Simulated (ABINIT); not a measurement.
# BN (F-43m) in ABINIT: a series of runs

One crystal, BN, is run at these levels: PBE, BLYP+D4; tasks: equation of state.

Everything below comes from runs of ABINIT 10.8.3 (patched build). Logs are shortened: lines on timing, memory, paths and dates and some standing lists are left out, and cuts for length are marked. The log counts tension as positive stress, the text compression.

**The experiment to reproduce.**

“Effect of nanostructuration on compressibility of cubic BN”, 2012, arxiv:1208.3664 quotes, for a bulk crystal of BN at 300 K: bulk modulus 395 ± 2 GPa.

How close the calculation comes is told below.

### 1 The structure

The structure is cubic, space group F-43m (No. 216). Conventional cell: a = 3.626 Å, b = 3.626 Å, c = 3.626 Å, α = 90.00°, β = 90.00°, γ = 90.00°. N (site symmetry -43m) is surrounded by 4 B at 1.57 Å. B (site symmetry -43m) is surrounded by 4 N at 1.57 Å.

The cell is a database's computed one.

### 2 Equation of state, PBE

Input file run.abi:

```
ndtset 7
getwfk -1
scalecart1 3*0.9795861087
scalecart2 3*0.9864848297
scalecart3 3*0.9932883884
scalecart4 3*1.0000000000
scalecart5 3*1.0066227096
scalecart6 3*1.0131594038
scalecart7 3*1.0196128224

pp_dirpath "./"
pseudos "N.GGA_PBE-JTH.xml, B.GGA_PBE-JTH.xml"

acell 2.5639706028 2.5639706028 2.5639706028 Angstrom
rprim
     0.0000000000     0.7071067812     0.7071067812
     0.7071067812     0.0000000000     0.7071067812
     0.7071067812     0.7071067812     0.0000000000
ntypat 2
znucl 7 5
natom 2
typat 1 2
xred
     0.2500000000     0.2500000000     0.2500000000
     0.0000000000     0.0000000000     0.0000000000

ecut 22.0
pawecutdg 44.0

kptopt 1
ngkpt 13 13 13
nshiftk 1
shiftk 0.0 0.0 0.0

ixc 11

nband 8
occopt 3
tsmear 0.05 eV

nstep 100
tolvrs 1.0e-9

iomode 3
prtwf 1
prtden 0
prteig 0
prtebands 0
```

Potentials or basis: JTH PAW PBE v2.0.

Command:

```bash
abinit run.abi > log 2>&1
```

run.abo:

```text
.Version 10.8.3 of ABINIT
 DATASET    1 : space group F-4 3 m (#216); Bravais cF (face-center cubic)
================================================================================
 Values of the parameters that define the memory need for DATASET  1.
     intxc =       0    ionmov =       0      iscf =      17    lmnmax =       8
     lnmax =       4     mgfft =      24  mpssoang =       2    mqgrid =    3001
     natom =       2  nloc_mem =       2    nspden =       1   nspinor =       1
    nsppol =       1      nsym =      24    n1xccc =       1    ntypat =       2
    occopt =       3   xclevel =       2
       mpw =         381          nfft =       13824          nkpt =          84
 PAW method is used; the additional fine FFT grid is defined by:
   mgfftf=        30    nfftf =     27000
================================================================================
================================================================================
[... 71 lines left out ...]
 DATASET    7 : space group F-4 3 m (#216); Bravais cF (face-center cubic)
================================================================================
 Values of the parameters that define the memory need for DATASET  7.
     intxc =       0    ionmov =       0      iscf =      17    lmnmax =       8
     lnmax =       4     mgfft =      24  mpssoang =       2    mqgrid =    3001
     natom =       2  nloc_mem =       2    nspden =       1   nspinor =       1
    nsppol =       1      nsym =      24    n1xccc =       1    ntypat =       2
    occopt =       3   xclevel =       2
       mpw =         440          nfft =       13824          nkpt =          84
 PAW method is used; the additional fine FFT grid is defined by:
   mgfftf=        30    nfftf =     27000
================================================================================
================================================================================

--------------------------------------------------------------------------------
------------- Echo of variables that govern the present computation ------------
--------------------------------------------------------------------------------
 -outvars: echo values of preprocessed input variables --------
            acell      4.8452022342E+00  4.8452022342E+00  4.8452022342E+00 Bohr
              amu      1.40067400E+01  1.08110000E+01
             ecut      2.20000000E+01 Hartree
           getwfk          -1
                       outvar_i_n : Printing only first  50 k-points.
              ixc          11
           jdtset        1    2    3    4    5    6    7
                       outvar_i_n : Printing only first  50 k-points.
         kptrlatt       13    0    0      0   13    0      0    0   13
          kptrlen1     6.17018064E+01
          kptrlen2     6.21363405E+01
          kptrlen3     6.25648805E+01
          kptrlen4     6.29876290E+01
          kptrlen5     6.34047778E+01
          kptrlen6     6.38165087E+01
          kptrlen7     6.42229942E+01
            natom           2
            nband           8
           ndtset           7
            ngfft          24      24      24
          ngfftdg          30      30      30
             nkpt          84
            nstep         100
             nsym          24
           ntypat           2
                       prtocc : prtvol=0, do not print more k-points.
           occopt           3
        pawecutdg      4.40000000E+01 Hartree
         pawxcdev           0
           prtden           0
        prtebands           0
           prteig           0
            rprim1     0.0000000000E+00  6.9267198023E-01  6.9267198023E-01
                       6.9267198023E-01  0.0000000000E+00  6.9267198023E-01
                       6.9267198023E-01  6.9267198023E-01  0.0000000000E+00
            rprim2     0.0000000000E+00  6.9755011263E-01  6.9755011263E-01
                       6.9755011263E-01  0.0000000000E+00  6.9755011263E-01
                       6.9755011263E-01  6.9755011263E-01  0.0000000000E+00
            rprim3     0.0000000000E+00  7.0236095512E-01  7.0236095512E-01
                       7.0236095512E-01  0.0000000000E+00  7.0236095512E-01
                       7.0236095512E-01  7.0236095512E-01  0.0000000000E+00
            rprim4     0.0000000000E+00  7.0710678120E-01  7.0710678120E-01
                       7.0710678120E-01  0.0000000000E+00  7.0710678120E-01
                       7.0710678120E-01  7.0710678120E-01  0.0000000000E+00
            rprim5     0.0000000000E+00  7.1178974407E-01  7.1178974407E-01
                       7.1178974407E-01  0.0000000000E+00  7.1178974407E-01
                       7.1178974407E-01  7.1178974407E-01  0.0000000000E+00
            rprim6     0.0000000000E+00  7.1641188486E-01  7.1641188486E-01
                       7.1641188486E-01  0.0000000000E+00  7.1641188486E-01
                       7.1641188486E-01  7.1641188486E-01  0.0000000000E+00
            rprim7     0.0000000000E+00  7.2097514092E-01  7.2097514092E-01
                       7.2097514092E-01  0.0000000000E+00  7.2097514092E-01
                       7.2097514092E-01  7.2097514092E-01  0.0000000000E+00
          spgroup         216
           tolvrs      1.00000000E-09
           tsmear      1.83746611E-03 Hartree
            typat      1  2
           useylm           1
                       outvars : Printing only first  50 k-points.
           xangst1     8.8799529735E-01  8.8799529735E-01  8.8799529735E-01
                       0.0000000000E+00  0.0000000000E+00  0.0000000000E+00
           xangst2     8.9424899138E-01  8.9424899138E-01  8.9424899138E-01
                       0.0000000000E+00  0.0000000000E+00  0.0000000000E+00
           xangst3     9.0041642075E-01  9.0041642075E-01  9.0041642075E-01
                       0.0000000000E+00  0.0000000000E+00  0.0000000000E+00
           xangst4     9.0650050002E-01  9.0650050002E-01  9.0650050002E-01
                       0.0000000000E+00  0.0000000000E+00  0.0000000000E+00
           xangst5     9.1250398958E-01  9.1250398958E-01  9.1250398958E-01
                       0.0000000000E+00  0.0000000000E+00  0.0000000000E+00
           xangst6     9.1842950614E-01  9.1842950614E-01  9.1842950614E-01
                       0.0000000000E+00  0.0000000000E+00  0.0000000000E+00
           xangst7     9.2427953333E-01  9.2427953333E-01  9.2427953333E-01
                       0.0000000000E+00  0.0000000000E+00  0.0000000000E+00
            xcart1     1.6780679131E+00  1.6780679131E+00  1.6780679131E+00
                       0.0000000000E+00  0.0000000000E+00  0.0000000000E+00
            xcart2     1.6898856821E+00  1.6898856821E+00  1.6898856821E+00
                       0.0000000000E+00  0.0000000000E+00  0.0000000000E+00
            xcart3     1.7015404345E+00  1.7015404345E+00  1.7015404345E+00
                       0.0000000000E+00  0.0000000000E+00  0.0000000000E+00
            xcart4     1.7130376780E+00  1.7130376780E+00  1.7130376780E+00
                       0.0000000000E+00  0.0000000000E+00  0.0000000000E+00
            xcart5     1.7243826291E+00  1.7243826291E+00  1.7243826291E+00
                       0.0000000000E+00  0.0000000000E+00  0.0000000000E+00
            xcart6     1.7355802326E+00  1.7355802326E+00  1.7355802326E+00
                       0.0000000000E+00  0.0000000000E+00  0.0000000000E+00
            xcart7     1.7466351818E+00  1.7466351818E+00  1.7466351818E+00
                       0.0000000000E+00  0.0000000000E+00  0.0000000000E+00
             xred      2.5000000000E-01  2.5000000000E-01  2.5000000000E-01
                       0.0000000000E+00  0.0000000000E+00  0.0000000000E+00
            znucl        7.00000    5.00000

================================================================================

 chkinp: Checking input parameters for consistency, jdtset=   1.

 chkinp: Checking input parameters for consistency, jdtset=   2.

 chkinp: Checking input parameters for consistency, jdtset=   3.

 chkinp: Checking input parameters for consistency, jdtset=   4.
[... 34 lines left out ...]
 getcut : COMMENT -
  Note that boxcut > 2.2 ; recall that boxcut=Gcut(box)/Gcut(sphere) = 2
  is sufficient for exact treatment of convolution.
  Such a large boxcut is a waste : you could raise ecut
  e.g. ecut=   31.544467 Hartrees makes boxcut=2

 Fine grid specifications (used for densities):

 getcut: wavevector=  0.0000  0.0000  0.0000  ngfft=  30  30  30
         ecut(hartree)=     44.000   => boxcut(ratio)=   2.11913

--- Pseudopotential description ------------------------------------------------
- pspini: atom type   1  psp file is ./N.GGA_PBE-JTH.xml
 Pseudopotential format is: paw10
 basis_size (lnmax)=  4 (lmn_size=  8), orbitals=   0   0   1   1
 Spheres core radius: rc_sph= 1.20497474
 Shapefunction is SIN type: shapef(r)=[sin(pi*r/rshp)/(pi*r/rshp)]**2
 Radius for shape functions =  1.00243812
 Compensation charge density is not taken into account in XC energy/potential

- pspini: atom type   2  psp file is ./B.GGA_PBE-JTH.xml
 Pseudopotential format is: paw10
 basis_size (lnmax)=  4 (lmn_size=  8), orbitals=   0   0   1   1
 Spheres core radius: rc_sph= 1.70616958
 Shapefunction is SIN type: shapef(r)=[sin(pi*r/rshp)/(pi*r/rshp)]**2
 Radius for shape functions =  1.40269776
 Compensation charge density is not taken into account in XC energy/potential

   5.83076110E+01                                ecore*ucvol(ha*bohr**3)
--------------------------------------------------------------------------------

[... 7 lines left out ...]

     iter   Etot(hartree)      deltaE(h)  residm     nres2
 ETOT  1  -12.965586152809    -1.297E+01 3.500E-01 1.700E+01
 ETOT  2  -12.977752882553    -1.217E-02 5.470E-03 1.956E+00
 ETOT  3  -12.975943497806     1.809E-03 4.984E-04 2.153E-01
 ETOT  4  -12.975804825517     1.387E-04 3.586E-05 3.690E-03
 ETOT  5  -12.975827041333    -2.222E-05 4.483E-06 8.625E-04
 ETOT  6  -12.975826554805     4.865E-07 4.812E-07 1.372E-05
 ETOT  7  -12.975826569556    -1.475E-08 8.620E-08 8.752E-07
 ETOT  8  -12.975826568595     9.609E-10 1.266E-08 1.441E-07
 ETOT  9  -12.975826568424     1.711E-10 2.084E-09 3.878E-10
[... 1232 lines left out ...]
 Cartesian components of stress tensor (hartree/bohr^3)
  sigma(1 1)=  7.74254000E-04  sigma(3 2)=  0.00000000E+00
  sigma(2 2)=  7.74254000E-04  sigma(3 1)=  0.00000000E+00
  sigma(3 3)=  7.74254000E-04  sigma(2 1)=  0.00000000E+00

-Cartesian components of stress tensor (GPa)         [Pressure= -2.2779E+01 GPa]
- sigma(1 1)=  2.27793391E+01  sigma(3 2)=  0.00000000E+00
- sigma(2 2)=  2.27793391E+01  sigma(3 1)=  0.00000000E+00
- sigma(3 3)=  2.27793391E+01  sigma(2 1)=  0.00000000E+00

== END DATASET(S) ==============================================================
================================================================================

 -outvars: echo values of variables after computation  --------
            acell      4.8452022342E+00  4.8452022342E+00  4.8452022342E+00 Bohr
           etotal1    -1.2975826568E+01
           etotal2    -1.2976945275E+01
           etotal3    -1.2977567244E+01
           etotal4    -1.2977755152E+01
           etotal5    -1.2977528389E+01
           etotal6    -1.2976949335E+01
           etotal7    -1.2976034413E+01
            fcart1     4.6633989714E-28 -1.5544663238E-28 -1.5544663238E-28
                      -4.6633989714E-28  1.5544663238E-28  1.5544663238E-28
            fcart2    -1.9294944679E-29 -1.9294944679E-29  5.7884834036E-29
                       1.9294944679E-29  1.9294944679E-29 -5.7884834036E-29
            fcart3    -6.1815430241E-31  1.8544629072E-30 -6.1815430241E-31
                       6.1815430241E-31 -1.8544629072E-30  6.1815430241E-31
            fcart4    -0.0000000000E+00 -0.0000000000E+00 -0.0000000000E+00
                      -0.0000000000E+00 -0.0000000000E+00 -0.0000000000E+00
            fcart5    -3.6597951842E-29 -3.6597951842E-29  1.0979385553E-28
                       3.6597951842E-29  3.6597951842E-29 -1.0979385553E-28
            fcart6    -3.6361829453E-30  1.2120609818E-30  1.2120609818E-30
                       3.6361829453E-30 -1.2120609818E-30 -1.2120609818E-30
            fcart7    -3.6131685126E-29 -3.6131685126E-29  1.0839505538E-28
                       3.6131685126E-29  3.6131685126E-29 -1.0839505538E-28
            rprim1     0.0000000000E+00  6.9267198023E-01  6.9267198023E-01
[... 30 lines left out ...]
           strten6     5.7657634026E-04  5.7657634026E-04  5.7657634026E-04
                       0.0000000000E+00  0.0000000000E+00  0.0000000000E+00
           strten7     7.7425399961E-04  7.7425399961E-04  7.7425399961E-04
                       0.0000000000E+00  0.0000000000E+00  0.0000000000E+00
           xangst1     8.8799529735E-01  8.8799529735E-01  8.8799529735E-01
                       0.0000000000E+00  0.0000000000E+00  0.0000000000E+00
           xangst2     8.9424899138E-01  8.9424899138E-01  8.9424899138E-01
                       0.0000000000E+00  0.0000000000E+00  0.0000000000E+00
           xangst3     9.0041642075E-01  9.0041642075E-01  9.0041642075E-01
                       0.0000000000E+00  0.0000000000E+00  0.0000000000E+00
           xangst4     9.0650050002E-01  9.0650050002E-01  9.0650050002E-01
                       0.0000000000E+00  0.0000000000E+00  0.0000000000E+00
           xangst5     9.1250398958E-01  9.1250398958E-01  9.1250398958E-01
                       0.0000000000E+00  0.0000000000E+00  0.0000000000E+00
           xangst6     9.1842950614E-01  9.1842950614E-01  9.1842950614E-01
                       0.0000000000E+00  0.0000000000E+00  0.0000000000E+00
           xangst7     9.2427953333E-01  9.2427953333E-01  9.2427953333E-01
                       0.0000000000E+00  0.0000000000E+00  0.0000000000E+00
             xred      2.5000000000E-01  2.5000000000E-01  2.5000000000E-01
                       0.0000000000E+00  0.0000000000E+00  0.0000000000E+00
 Calculation completed.
```

It took 56 s on 1 thread of Arm Neoverse V1, shared host; peak memory 0.12 GiB.

What came out:

```yaml
Equilibrium_volume: "5.95 Å³/atom (rough: see the caveat)"
Bulk_modulus: 369 GPa (rough)
```

Energy against volume, from the lowest point:
| volume (Å³/atom) | energy (meV/atom) |
| --- | --- |
| 5.602 | 26.24 |
| 5.721 | 11.02 |
| 5.840 | 2.56 |
| 5.959 | 0.00 |
| 6.078 | 3.09 |
| 6.198 | 10.96 |
| 6.317 | 23.41 |

Caveat: the cutoff is too short for stress, so the log's stress isn't used; pressures at fixed basis lie under the slope of the energies; the fit is rough or its minimum lies at the end of the range; the atomic spheres overlap.

### 3 Equation of state, BLYP+D4

Input file run.py:

```python
import json, os
import numpy as np
from ase.eos import EquationOfState
from ase.units import GPa
from ase.calculators.mixing import SumCalculator
from dftd4.ase import DFTD4
from ase.calculators.abinit import Abinit, AbinitProfile
from ase import Atoms

atoms = Atoms(['N', 'B'],
              cell=[[0.0, 1.813001, 1.813001], [1.813001, 0.0, 1.813001], [1.813001, 1.813001, 0.0]],
              scaled_positions=[[0.25, 0.25, 0.25], [0.0, 0.0, 0.0]],
              pbc=True)

profile = AbinitProfile(command='abinit', pp_paths=[os.path.abspath('pseudos')])
params = dict(
    pps='pawxml', xc='PBE',
    ecut=707.496,
    pawecutdg=1306.1465,
    kptopt=1,
    ngkpt=[13, 13, 13],
    nshiftk=1,
    shiftk=[0.0, 0.0, 0.0],
    ixc=-106131,
    nband=8,
    occopt=3,
    tsmear=0.05,
    nstep=100,
    tolvrs=1e-09,
    prtwf=0,
    prtden=0,
)

cell0 = atoms.cell.copy()
volumes, energies = [], []
for i, x in enumerate([0.94, 0.96, 0.98, 1.0, 1.02, 1.04, 1.06]):
    atoms.set_cell(cell0 * x ** (1 / 3), scale_atoms=True)
    atoms.calc = SumCalculator([Abinit(profile=profile, directory=f'v{i}', **params), DFTD4(method='blyp')])
    volumes.append(atoms.get_volume() / len(atoms))
    dft, disp = atoms.calc.mixer.calcs
    energies.append((dft.get_property('free_energy', atoms) + disp.get_property('energy', atoms)) / len(atoms))
    print(f'{x:5.2f} {volumes[-1]:10.5f} A^3/atom {energies[-1]:14.6f} eV/atom', flush=True)
    json.dump(dict(volumes=volumes, energies=energies), open('results.json', 'w'))
v0, e0, b0 = EquationOfState(volumes, energies, eos='murnaghan').fit()
print(f'V0 {v0:.4f} A^3/atom  E0 {e0:.6f} eV/atom  B0 {b0 / GPa:.2f} GPa')
```

Potentials or basis: JTH PAW PBE v2.0.

Command:

```bash
python run.py
```

Wall time 2.1 min (1 thread of Arm Neoverse V1, shared host); peak memory 0.11 GiB.

It converged, with:

```
Equilibrium volume                      : 5.87 Å³/atom
Bulk modulus                            : 381 GPa
Pressure derivative of the bulk modulus : 4.0
```

Energy against volume, from the lowest point:
| volume (Å³/atom) | energy (meV/atom) |
| --- | --- |
| 5.602 | 16.11 |
| 5.721 | 4.84 |
| 5.840 | 0.00 |
| 5.959 | 1.22 |
| 6.078 | 7.75 |
| 6.198 | 19.12 |
| 6.317 | 34.89 |

Caveat: pressures at fixed basis lie under the slope of the energies; the log and the count of SCF iterations are those of the last ABINIT call alone; the PAW data sets were made with another functional, which shifts forces and pressure a little.

### 4 For comparison

An earlier run on the cell as given: functional PBE; potentials or basis JTH PAW PBE v2.0; cutoff 707 eV; k mesh 13 × 13 × 13; occupations fermi-dirac, width 0.05 eV; no spin polarisation.

- Pressure: -0.4 GPa
- Band gap on the k mesh: 4.52 eV, indirect (least direct gap 8.76 eV)
- Valence electrons inside the program's atomic spheres: N 2.72; B 2.05

### 5 How close it comes

Step 3. Against the measured bulk modulus of BN, 395 GPa (300 K; quoted in “Effect of nanostructuration on compressibility of cubic BN”, 2012, arxiv:1208.3664), the calculated 381 GPa is off by -3.5 %. The fit is for a static lattice scaled at fixed shape and fixed fractional positions.
